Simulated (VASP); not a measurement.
# SnTe (Fm-3m) in VASP: notebook

Runs on SnTe. Level: PBE. Tasks: relaxation of cell and atoms.

Everything below comes from runs of VASP 6.6.1. Logs are shortened: lines on timing, memory, paths and dates and some standing lists are left out, and cuts for length are marked.

### 1 Starting point

Symmetry: Fm-3m, No. 225, cubic system. Conventional cell: a = 6.302 Å, b = 6.302 Å, c = 6.302 Å, α = 90.00°, β = 90.00°, γ = 90.00°. Sn (site symmetry m-3m) has 6 Te at 3.15 Å as nearest neighbours. Te (site symmetry m-3m) has 6 Sn at 3.15 Å as nearest neighbours.

### 2 Relaxation of cell and atoms, PBE

INCAR reads:

```
SYSTEM = SnTe
PREC = Accurate
ENCUT = 520
EDIFF = 1E-7
ISMEAR = 0
SIGMA = 0.02
LREAL = .FALSE.
LASPH = .TRUE.
NELM = 60
ALGO = Normal
ISIF = 3
LWAVE = .FALSE.
LCHARG = .FALSE.
GGA = PE
IBRION = 2
NSW = 80
EDIFFG = -0.002
```

KPOINTS reads:

```
Automatic mesh
0
G
  6 6 6
  0 0 0
```

POSCAR reads:

```
SnTe
1.0
    0.0000000000      3.1508500000      3.1508500000
    3.1508500000      0.0000000000      3.1508500000
    3.1508500000      3.1508500000      0.0000000000
Sn Te
1 1
Direct
    0.0000000000      0.0000000000      0.0000000000
    0.5000000000      0.5000000000      0.5000000000
```

Potentials or basis: VASP PAW PBE potentials, release 64 (Sn_d, Te).

Launch:

```sh
> cat potpaw_PBE.64/Sn_d/POTCAR potpaw_PBE.64/Te/POTCAR > POTCAR
> mpirun -np 1 vasp_std > vasp.out
```

OUTCAR:

```text
SYSTEM = SnTe
   PREC = Accurate
   ENCUT = 520
   EDIFF = 1E-7
   ISMEAR = 0
   LREAL = .FALSE.
   LASPH = .TRUE.
   NELM = 60
   ISIF = 3
   GGA = PE
   IBRION = 2
   NSW = 80
   EDIFFG = -0.002

 ion  position               nearest neighbor table
   1  0.000  0.000  0.000-   2 3.15   2 3.15   2 3.15   2 3.15   2 3.15   2 3.15
   2  0.500  0.500  0.500-   1 3.15   1 3.15   1 3.15   1 3.15   1 3.15   1 3.15

  LATTYP: Found a face centered cubic cell.
 ALAT       =     6.3017000000

  Lattice vectors:

 A1 = (   0.0000000000,   3.1508500000,   3.1508500000)
 A2 = (   3.1508500000,   0.0000000000,   3.1508500000)
 A3 = (   3.1508500000,   3.1508500000,   0.0000000000)

Analysis of symmetry for initial positions (statically):
=====================================================================
 Subroutine PRICEL returns:
 Original cell was already a primitive cell.

 Routine SETGRP: Setting up the symmetry group for a
 face centered cubic supercell.

 Subroutine GETGRP returns: Found 48 space group operations
 (whereof 48 operations were pure point group operations)
 out of a pool of 48 trial point group operations.

The static configuration has the point symmetry O_h .

Analysis of symmetry for dynamics (positions and initial velocities):
=====================================================================
 Subroutine PRICEL returns:
 Original cell was already a primitive cell.

 Routine SETGRP: Setting up the symmetry group for a
 face centered cubic supercell.

 Subroutine GETGRP returns: Found 48 space group operations
 (whereof 48 operations were pure point group operations)
 out of a pool of 48 trial point group operations.

The dynamic configuration has the point symmetry O_h .

 Subroutine INISYM returns: Found 48 space group operations
 (whereof 48 operations are pure point group operations),
 and found     1 'primitive' translations

----------------------------------------------------------------------------------------

                                     Primitive cell

  volume of cell :      62.5624

  direct lattice vectors                    reciprocal lattice vectors
     0.000000000  3.150850000  3.150850000    -0.158687338  0.158687338  0.158687338
     3.150850000  0.000000000  3.150850000     0.158687338 -0.158687338  0.158687338
     3.150850000  3.150850000  0.000000000     0.158687338  0.158687338 -0.158687338

  length of vectors
     4.455974803  4.455974803  4.455974803     0.274854533  0.274854533  0.274854533

  position of ions in fractional coordinates (direct lattice)
     0.000000000  0.000000000  0.000000000
     0.500000000  0.500000000  0.500000000

  ion indices of the primitive-cell ions
   primitive index   ion index
                 1           1
                 2           2

----------------------------------------------------------------------------------------

 KPOINTS: Automatic mesh

Automatic generation of k-mesh.
 Grid dimensions read from file:
 generate k-points for:    6    6    6

 Generating k-lattice:

  Cartesian coordinates                     Fractional coordinates (reciprocal lattice)
    -0.026447890  0.026447890  0.026447890     0.166666667  0.000000000  0.000000000
     0.026447890 -0.026447890  0.026447890     0.000000000  0.166666667  0.000000000
     0.026447890  0.026447890 -0.026447890     0.000000000  0.000000000  0.166666667

  Length of vectors
     0.045809089  0.045809089  0.045809089

  Shift w.r.t. Gamma in fractional coordinates (k-lattice)
     0.000000000  0.000000000  0.000000000

 Subroutine IBZKPT returns following result:
 ===========================================

 Found     16 irreducible k-points:

 Following reciprocal coordinates:
            Coordinates               Weight
  0.000000  0.000000  0.000000      1.000000
  0.166667  0.000000  0.000000      8.000000
  0.333333  0.000000  0.000000      8.000000
  0.500000  0.000000  0.000000      4.000000
  0.166667  0.166667  0.000000      6.000000
  0.333333  0.166667  0.000000     24.000000
[... 8 lines left out ...]
 -0.333333  0.333333  0.166667     24.000000
 -0.333333  0.500000  0.166667     12.000000
   k-points           NKPTS =     16   k-points in BZ     NKDIM =     16   number of bands    NBANDS=     14
   number of dos      NEDOS =    301   number of ions     NIONS =      2
   total plane-waves  NPLWV =  46656
   dimension x,y,z NGX =    36 NGY =   36 NGZ =   36
   dimension x,y,z NGXF=    72 NGYF=   72 NGZF=   72
   ions per type =               1   1
   NGX,Y,Z   is equivalent  to a cutoff of  13.43, 13.43, 13.43 a.u.
   NGXF,Y,Z  is equivalent  to a cutoff of  26.86, 26.86, 26.86 a.u.
 SYSTEM =  SnTe
   PREC   = accura    normal or accurate (medium, high low for compatibility)
   ISTART =      0    job   : 0-new  1-cont  2-samecut
   ICHARG =      2    charge: 1-file 2-atom 10-const
   ISPIN  =      1    spin polarized calculation?
   LNONCOLLINEAR =      F non collinear calculations
   LSORBIT =      F    spin-orbit coupling
   LASPH  =      T    aspherical Exc in radial PAW
   ENCUT  =  520.0 eV  38.22 Ry    6.18 a.u.   8.29  8.29  8.29*2*pi/ulx,y,z
   NELM   =     60;   NELMIN=  2; NELMDL= -5     # of ELM steps
   EDIFF  = 0.1E-06   stopping-criterion for ELM
   LREAL  =      F    real-space projection
   EDIFFG = -.2E-02   stopping-criterion for IOM
   NSW    =     80    number of steps for IOM
   IBRION =      2    ionic relax: 0-MD 1-quasi-New 2-CG
   NFREE  =      1    steps in history (QN), initial steepest desc. (CG)
   ISIF   =      3    stress and relaxation
   ISYM   =      2    0-nonsym 1-usesym 2-fastsym
   POTIM  = 0.5000    time-step for ionic-motion
   TEBEG  =    0.0;   TEEND  =   0.0 temperature during run
   PSTRESS=    0.0 pullay stress
   NELECT =      20.0000    total number of electrons
   NUPDOWN=      -1.0000    fix difference up-down
   EMIN   =  10.00;   EMAX   =-10.00  energy-range for DOS
   EFERMI =   0.00;   METHOD = LEGACY
   ISMEAR =     0;   SIGMA  =   0.02  broadening in eV -4-tet -1-fermi 0-gaus
   EFERMI_NEDOS =   21; number of points for ismear=-14 and -15
   IALGO  =     38    algorithm
   IMIX   =      4    mixing-type and parameters
     AMIX     =   0.40;   BMIX     =  1.00
     AMIX_MAG =   1.60;   BMIX_MAG =  1.00
  volume/ion in A,a.u.               =      31.28       211.10
  Fermi-wavevector in a.u.,A,eV,Ry     =   1.119387  2.115336 17.048485  1.253028
  Thomas-Fermi vector in A             =   2.256026
   LORBIT       =      0    0 simple, 1 ext, 2 COOP (PROOUT), +10 PAW based schemes
   GGA     = PE    functional components
   LHFCALC =     F    Hartree Fock is set to
   AEXX    =    0.0000 exact exchange contribution
   IVDW    =     0    specifies the selected vdW correction
   LEPSILON=     F    determine dielectric tensor
   LRPA    =     F    only Hartree local field effects (RPA)
 conjugate gradient relaxation of ions
 non-spin polarized calculation
 Gauss-broadening in eV      SIGMA  =   0.02
  energy-cutoff  :      520.00
  volume of cell :       62.56
 maximum number of plane-waves:      1700
 NGX is ok and might be reduce to    36
   NGX = 17   NGY = 17   NGZ = 17

--------------------------------------- Ionic step        1  -------------------------------------------

 number of electron      19.9999998 magnetization

 Free energy of the ion-electron system (eV)
  ---------------------------------------------------
  ext. energy  EPLUGINS =         0.00000000
  ---------------------------------------------------
  free energy    TOTEN  =        -7.54236287 eV

  energy without entropy =       -7.54236167  energy(sigma->0) =       -7.54236227

------------------------ aborting loop because EDIFF is reached ----------------------------------------

  FORCE on cell =-STRESS in cart. coord.  units (eV):
  Direction    XX          YY          ZZ          XY          YZ          ZX
  --------------------------------------------------------------------------------------
  -------------------------------------------------------------------------------------
  Total        0.8584613      0.8584613      0.8584613      0.0000000      0.0000000     -0.0000000
  in kB       21.9845765     21.9845765     21.9845765      0.0000000      0.0000000     -0.0000000
  external PRESSURE =      21.9845765 kB  Pullay stress =       0.0000000 kB

 VOLUME and BASIS-vectors are now :
 -----------------------------------------------------------------------------
  energy-cutoff  :      520.00
  volume of cell :       62.56
      direct lattice vectors                 reciprocal lattice vectors
     0.000000000  3.150850000  3.150850000    -0.158687338  0.158687338  0.158687338
     3.150850000  0.000000000  3.150850000     0.158687338 -0.158687338  0.158687338
     3.150850000  3.150850000  0.000000000     0.158687338  0.158687338 -0.158687338
[... 73 lines left out ...]
 POSITION                                       TOTAL-FORCE (eV/Angst)
 -----------------------------------------------------------------------------------
      0.00000      0.00000     -0.00000         0.000000     -0.000000      0.000000
      3.20561      3.20561      3.20561        -0.000000      0.000000     -0.000000
 -----------------------------------------------------------------------------------
    total drift:                               -0.000000      0.000000      0.000000

  FREE ENERGIE OF THE ION-ELECTRON SYSTEM (eV)
  ---------------------------------------------------
  free  energy   TOTEN  =        -7.5638536465 eV

  energy  without entropy=       -7.5637760698  energy(sigma->0) =       -7.56381486

--------------------------------------- Ionic step        4  -------------------------------------------

 number of electron      20.0000005 magnetization

 Free energy of the ion-electron system (eV)
  ---------------------------------------------------
  ext. energy  EPLUGINS =         0.00000000
  ---------------------------------------------------
  free energy    TOTEN  =        -7.56386496 eV

  energy without entropy =       -7.56380154  energy(sigma->0) =       -7.56383325

 E-fermi :   6.3288     XC(G=0):  -9.2597

 val. band max:        6.3012907863   @ k =   0.5000   0.0000   0.0000
 cond. band min:       6.3562149224   @ k =   0.5000   0.0000   0.0000
 fundamental gap:      0.0549241361
 Fermi energy:         6.3287528546

 k-point     1 :       0.0000    0.0000    0.0000
  band No.  band energies     occupation
      1     -15.5809      2.00000
      2     -15.5809      2.00000
      3     -15.5778      2.00000
      4     -15.5778      2.00000
      5     -15.5778      2.00000
      6      -6.1095      2.00000
      7       1.4323      2.00000
      8       4.3115      2.00000
      9       4.3115      2.00000
     10       4.3115      2.00000
     11       9.5467      0.00000
     12       9.5467      0.00000
     13       9.5467      0.00000
     14      11.1571      0.00000

 k-point     2 :       0.1667    0.0000    0.0000
  band No.  band energies     occupation
      1     -15.5818      2.00000
      2     -15.5818      2.00000
      3     -15.5775      2.00000
      4     -15.5766      2.00000
      5     -15.5766      2.00000
      6      -5.8968      2.00000
      7       0.4964      2.00000
      8       4.3545      2.00000
      9       4.3545      2.00000
     10       4.9197      2.00000
[... 262 lines left out ...]
 POSITION                                       TOTAL-FORCE (eV/Angst)
 -----------------------------------------------------------------------------------
      3.20679      3.20679      6.41358         0.000000      0.000000      0.000000
      3.20679      3.20679      3.20679        -0.000000     -0.000000     -0.000000
 -----------------------------------------------------------------------------------
    total drift:                                0.000000      0.000000      0.000000

  FREE ENERGIE OF THE ION-ELECTRON SYSTEM (eV)
  ---------------------------------------------------
  free  energy   TOTEN  =        -7.5638649639 eV

  energy  without entropy=       -7.5638015379  energy(sigma->0) =       -7.56383325

 reached required accuracy - stopping structural energy minimisation
```

Run time: 35 s. Hardware: 1 thread of Intel Xeon Platinum 8488C (Sapphire Rapids), shared host; peak memory 0.21 GiB.

Results:

| Quantity | Value |
| --- | --- |
| Free energy | -7.5639 eV |
| Relaxed volume | 32.98 Å³/atom |
| Relaxed cell | a = 4.535 Å, b = 4.535 Å, c = 4.535 Å, α = 60.00°, β = 60.00°, γ = 60.00° |
| Space group after relaxing (to 0.05 Å) | Fm-3m (No. 225) |
| Energy gained by relaxing | 10.8 meV/atom |
| Ionic steps | 4 |
| Pressure after relaxing | 0.0 GPa |
| Band gap on the k mesh | 0.05 eV, direct |

The path:
```
step  energy change (eV)  largest force (eV/Å)  pressure (GPa)  volume (Å³)
   1              0.0000                0.0000            2.20        62.56
   2             -0.0209                0.0000           -0.35        66.53
   3             -0.0215                0.0000            0.04        65.88
   4             -0.0215                0.0000            0.01        65.95
```

Final structure:
```
CELL_PARAMETERS angstrom
0.00000 3.20679 3.20679
3.20679 0.00000 3.20679
3.20679 3.20679 0.00000
ATOMIC_POSITIONS crystal
Sn 0.00000 0.00000 0.00000
Te 0.50000 0.50000 0.50000
```

Caveat: spin-orbit coupling is left out, which moves the levels of the heavy elements. PBE usually gives volumes a little too large and moduli too small.

### 3 Relaxation of cell and atoms, PBE

This run uses another cell than the first one, of 32.98 Å³/atom, 1.054 times its volume.

INCAR is that of step 2.

KPOINTS is that of step 2.

POSCAR reads:

```
SnTe                                    
1.0
    0.0000000000      3.2067922549      3.2067922549
    3.2067922549      0.0000000000      3.2067922549
    3.2067922549      3.2067922549     -0.0000000000
  Sn              Te            
     1     1
Direct
     1.0000000000000000    1.0000000000000000    0.0000000000000000
     0.5000000000000000    0.5000000000000000    0.5000000000000000
```

Potentials or basis: VASP PAW PBE potentials, release 64 (Sn_d, Te).

Launch:

```sh
> cat potpaw_PBE.64/Sn_d/POTCAR potpaw_PBE.64/Te/POTCAR > POTCAR
> mpirun -np 1 vasp_std > vasp.out
```

Run time: 15 s. Hardware: 1 thread of Intel Xeon Platinum 8488C (Sapphire Rapids), shared host; peak memory 0.21 GiB.

It converged, with:

```yaml
Free_energy: -7.5645 eV
Pressure_after_relaxing: 0.0 GPa
Band_gap_on_the_k_mesh: 0.05 eV, direct
```

Final structure:
```
CELL_PARAMETERS angstrom
0.00000 3.20679 3.20679
3.20679 0.00000 3.20679
3.20679 3.20679 0.00000
ATOMIC_POSITIONS crystal
Sn 0.00000 0.00000 0.00000
Te 0.50000 0.50000 0.50000
```

Levels at points of the mesh, in eV from the valence-band top:
| k point | band 8 | band 9 | band 10 | band 11 | band 12 | band 13 |
| --- | --- | --- | --- | --- | --- | --- |
| (0.00, 0.00, 0.00) | -1.99 | -1.99 | -1.99 | 3.25 | 3.25 | 3.25 |
| (0.50, 0.00, 0.00) | -1.67 | -1.67 | 0.00 | 0.05 | 0.45 | 0.45 |
| (0.50, 0.50, 0.00) | -5.20 | -3.48 | -3.48 | 2.39 | 4.68 | 4.68 |

Caveat: the relaxation stopped at its first step, so nothing moved; spin-orbit coupling is left out, which moves the levels of the heavy elements.
